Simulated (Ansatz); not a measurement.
Molecular dynamics of Ba

input.yaml

```yaml
accuracy: low
crystal:
  lattice:
    - [10.04, 0.0, 0.0]
    - [0.0, 15.06, 0.0]
    - [0.0, 0.0, 18.53]
  atoms:
    - { symbol: Ba, position: [0.25, 0.16666667, 0.05396653] }
    - { symbol: Ba, position: [0.75, 0.16666667, 0.05396653] }
    - { symbol: Ba, position: [0.25, 0.5, 0.05396653] }
    - { symbol: Ba, position: [0.75, 0.5, 0.05396653] }
    - { symbol: Ba, position: [0.25, 0.83333333, 0.05396653] }
    - { symbol: Ba, position: [0.75, 0.83333333, 0.05396653] }
    - { symbol: Ba, position: [0.0, 0.0, 0.19486826] }
    - { symbol: Ba, position: [0.5, 0.0, 0.19486826] }
    - { symbol: Ba, position: [0.0, 0.33333333, 0.19486826] }
    - { symbol: Ba, position: [0.5, 0.33333333, 0.19486826] }
    - { symbol: Ba, position: [0.0, 0.66666667, 0.19486826] }
    - { symbol: Ba, position: [0.5, 0.66666667, 0.19486826] }
    - { symbol: Ba, position: [0.25, 0.16666667, 0.32116869] }
    - { symbol: Ba, position: [0.75, 0.16666667, 0.32116869] }
    - { symbol: Ba, position: [0.25, 0.5, 0.32116869] }
    - { symbol: Ba, position: [0.75, 0.5, 0.32116869] }
    - { symbol: Ba, position: [0.25, 0.83333333, 0.32116869] }
    - { symbol: Ba, position: [0.75, 0.83333333, 0.32116869] }
    - { symbol: Ba, position: [0.0, 0.0, 0.46218198] }
    - { symbol: Ba, position: [0.5, 0.0, 0.46218198] }
    - { symbol: Ba, position: [0.0, 0.33333333, 0.46218198] }
    - { symbol: Ba, position: [0.5, 0.33333333, 0.46218198] }
    - { symbol: Ba, position: [0.0, 0.66666667, 0.46218198] }
    - { symbol: Ba, position: [0.5, 0.66666667, 0.46218198] }
basis:
  ecutwfc: 420.0
kpoints:
  mp_grid: { grid: [2, 1, 1] }
hamiltonian:
  xc: pbe
scf:
  occupations: { method: fermi_dirac, width: 0.05 }
  lower_state_search: "off"
md:
  timestep: 3
  n_steps: 70
  ensemble: nvt_nose_hoover
  temperature: 700.0
  initial_velocities: maxwell_boltzmann
  seed: 312110
  nose_hoover: { tau: 50.0, chain_length: 3 }
  constraints: [{ sites: [0, 1, 2, 3, 4, 5] }]
```

Launched with:

```bash
$ ansatz run input.yaml --threads 4 --pin off --max-ram 10240MiB --backend cpu --events-out ev --progress --plain --runs-dir out
```

It starts from a relaxed structure.

Output, in part (one step line in 2):

```
md step     0: t =     0.00 fs  T =   700.0 K  F+E_penalty+E_count = -142782.54670640 eV  E_kin = 1.628676 eV  conserved = -142780.91803041 eV  (9 SCF iters)
md step     2: t =     6.00 fs  T =   697.9 K  F+E_penalty+E_count = -142782.54190454 eV  E_kin = 1.623889 eV  conserved = -142780.91802874 eV  (7 SCF iters)
md step     4: t =    12.00 fs  T =   691.8 K  F+E_penalty+E_count = -142782.52742240 eV  E_kin = 1.609586 eV  conserved = -142780.91802529 eV  (7 SCF iters)
md step     6: t =    18.00 fs  T =   681.9 K  F+E_penalty+E_count = -142782.50354679 eV  E_kin = 1.586468 eV  conserved = -142780.91801790 eV  (3 SCF iters)
md step     8: t =    24.00 fs  T =   668.6 K  F+E_penalty+E_count = -142782.47072438 eV  E_kin = 1.555647 eV  conserved = -142780.91800753 eV  (3 SCF iters)
md step    10: t =    30.00 fs  T =   652.7 K  F+E_penalty+E_count = -142782.42954192 eV  E_kin = 1.518613 eV  conserved = -142780.91799527 eV  (7 SCF iters)
md step    12: t =    36.00 fs  T =   634.9 K  F+E_penalty+E_count = -142782.38069909 eV  E_kin = 1.477201 eV  conserved = -142780.91798029 eV  (2 SCF iters)
md step    14: t =    42.00 fs  T =   616.1 K  F+E_penalty+E_count = -142782.32497469 eV  E_kin = 1.433569 eV  conserved = -142780.91796274 eV  (2 SCF iters)
md step    16: t =    48.00 fs  T =   597.5 K  F+E_penalty+E_count = -142782.26318724 eV  E_kin = 1.390209 eV  conserved = -142780.91794501 eV  (3 SCF iters)
md step    18: t =    54.00 fs  T =   580.2 K  F+E_penalty+E_count = -142782.19615007 eV  E_kin = 1.350002 eV  conserved = -142780.91792501 eV  (2 SCF iters)
md step    20: t =    60.00 fs  T =   565.7 K  F+E_penalty+E_count = -142782.12462205 eV  E_kin = 1.316256 eV  conserved = -142780.91790474 eV  (7 SCF iters)
md step    22: t =    66.00 fs  T =   555.6 K  F+E_penalty+E_count = -142782.04925732 eV  E_kin = 1.292658 eV  conserved = -142780.91788389 eV  (2 SCF iters)
md step    24: t =    72.00 fs  T =   551.4 K  F+E_penalty+E_count = -142781.97056484 eV  E_kin = 1.282896 eV  conserved = -142780.91786199 eV  (2 SCF iters)
md step    26: t =    78.00 fs  T =   554.2 K  F+E_penalty+E_count = -142781.88890274 eV  E_kin = 1.289561 eV  conserved = -142780.91784066 eV  (2 SCF iters)
md step    28: t =    84.00 fs  T =   564.0 K  F+E_penalty+E_count = -142781.80454525 eV  E_kin = 1.312155 eV  conserved = -142780.91781933 eV  (2 SCF iters)
md step    30: t =    90.00 fs  T =   578.1 K  F+E_penalty+E_count = -142781.71784671 eV  E_kin = 1.345032 eV  conserved = -142780.91779819 eV  (7 SCF iters)
md step    32: t =    96.00 fs  T =   592.2 K  F+E_penalty+E_count = -142781.62945324 eV  E_kin = 1.377754 eV  conserved = -142780.91777848 eV  (2 SCF iters)
md step    34: t =   102.00 fs  T =   601.5 K  F+E_penalty+E_count = -142781.54041849 eV  E_kin = 1.399511 eV  conserved = -142780.91775919 eV  (2 SCF iters)
md step    36: t =   108.00 fs  T =   603.7 K  F+E_penalty+E_count = -142781.45211329 eV  E_kin = 1.404574 eV  conserved = -142780.91774193 eV  (2 SCF iters)
md step    38: t =   114.00 fs  T =   599.1 K  F+E_penalty+E_count = -142781.36598956 eV  E_kin = 1.393928 eV  conserved = -142780.91772679 eV  (2 SCF iters)
md step    40: t =   120.00 fs  T =   590.0 K  F+E_penalty+E_count = -142781.28336037 eV  E_kin = 1.372693 eV  conserved = -142780.91771416 eV  (7 SCF iters)
md step    42: t =   126.00 fs  T =   578.9 K  F+E_penalty+E_count = -142781.20528781 eV  E_kin = 1.346843 eV  conserved = -142780.91770458 eV  (2 SCF iters)
md step    44: t =   132.00 fs  T =   567.9 K  F+E_penalty+E_count = -142781.13256185 eV  E_kin = 1.321433 eV  conserved = -142780.91769687 eV  (2 SCF iters)
md step    46: t =   138.00 fs  T =   558.8 K  F+E_penalty+E_count = -142781.06572164 eV  E_kin = 1.300205 eV  conserved = -142780.91769205 eV  (2 SCF iters)
md step    48: t =   144.00 fs  T =   552.6 K  F+E_penalty+E_count = -142781.00508696 eV  E_kin = 1.285774 eV  conserved = -142780.91768958 eV  (3 SCF iters)
md step    50: t =   150.00 fs  T =   550.1 K  F+E_penalty+E_count = -142780.95078815 eV  E_kin = 1.279886 eV  conserved = -142780.91768964 eV  (7 SCF iters)
md step    52: t =   156.00 fs  T =   551.7 K  F+E_penalty+E_count = -142780.90279242 eV  E_kin = 1.283619 eV  conserved = -142780.91769167 eV  (2 SCF iters)
md step    54: t =   162.00 fs  T =   557.7 K  F+E_penalty+E_count = -142780.86092623 eV  E_kin = 1.297484 eV  conserved = -142780.91769517 eV  (2 SCF iters)
md step    56: t =   168.00 fs  T =   568.0 K  F+E_penalty+E_count = -142780.82489457 eV  E_kin = 1.321476 eV  conserved = -142780.91770059 eV  (2 SCF iters)
md step    58: t =   174.00 fs  T =   582.4 K  F+E_penalty+E_count = -142780.79429762 eV  E_kin = 1.355085 eV  conserved = -142780.91770672 eV  (2 SCF iters)
md step    60: t =   180.00 fs  T =   600.6 K  F+E_penalty+E_count = -142780.76864505 eV  E_kin = 1.397309 eV  conserved = -142780.91771421 eV  (7 SCF iters)
md step    62: t =   186.00 fs  T =   621.8 K  F+E_penalty+E_count = -142780.74737017 eV  E_kin = 1.446698 eV  conserved = -142780.91772221 eV  (2 SCF iters)
md step    64: t =   192.00 fs  T =   645.3 K  F+E_penalty+E_count = -142780.72984446 eV  E_kin = 1.501426 eV  conserved = -142780.91773004 eV  (2 SCF iters)
md step    66: t =   198.00 fs  T =   670.2 K  F+E_penalty+E_count = -142780.71539405 eV  E_kin = 1.559409 eV  conserved = -142780.91773795 eV  (3 SCF iters)
md step    68: t =   204.00 fs  T =   695.6 K  F+E_penalty+E_count = -142780.70331871 eV  E_kin = 1.618437 eV  conserved = -142780.91774516 eV  (2 SCF iters)
md step    70: t =   210.00 fs  T =   720.5 K  F+E_penalty+E_count = -142780.69291293 eV  E_kin = 1.676295 eV  conserved = -142780.91775193 eV  (7 SCF iters)
```

All steps were run. The conserved energy stayed within 0.015 meV per atom of its start (net change 0.012 meV per atom), so the integration is sound. The mean temperature of the second half is 14 % below the set value. A run of 0.21 ps of so small a system gives no equilibrium averages. Limits of this set-up: coarse k mesh, thin slab, slab without dipole correction, low accuracy level.

Mean squared displacements from the first frame to the last: Ba 0.30 Å².

Last frame:

```xyz
24
Lattice="10.0400 0.0000 0.0000 0.0000 15.0600 0.0000 0.0000 0.0000 18.5300" Properties=species:S:1:pos:R:3
Ba 2.510 2.510 1.000
Ba 7.530 2.510 1.000
Ba 2.510 7.530 1.000
Ba 7.530 7.530 1.000
Ba 2.510 12.550 1.000
Ba 7.530 12.550 1.000
Ba 0.087 0.517 3.358
Ba 5.016 0.393 3.571
Ba 0.354 5.222 3.555
Ba 4.982 4.930 3.148
Ba -0.202 10.021 3.930
Ba 5.479 9.453 3.385
Ba 2.868 2.066 6.547
Ba 7.517 2.690 6.157
Ba 2.699 7.755 5.780
Ba 7.545 7.266 5.761
Ba 2.706 12.569 5.721
Ba 7.269 12.883 5.293
Ba -0.329 0.750 8.980
Ba 5.003 -0.970 9.094
Ba 0.019 5.456 8.272
Ba 5.284 5.892 8.642
Ba -0.274 10.383 8.103
Ba 5.384 10.172 8.084
```

The run took 20 min on 4 threads of Intel(R) Xeon(R) Platinum 8259CL CPU @ 2.50GHz (Skylake/Cascade Lake) (shared host), peak memory 5.2 GiB.
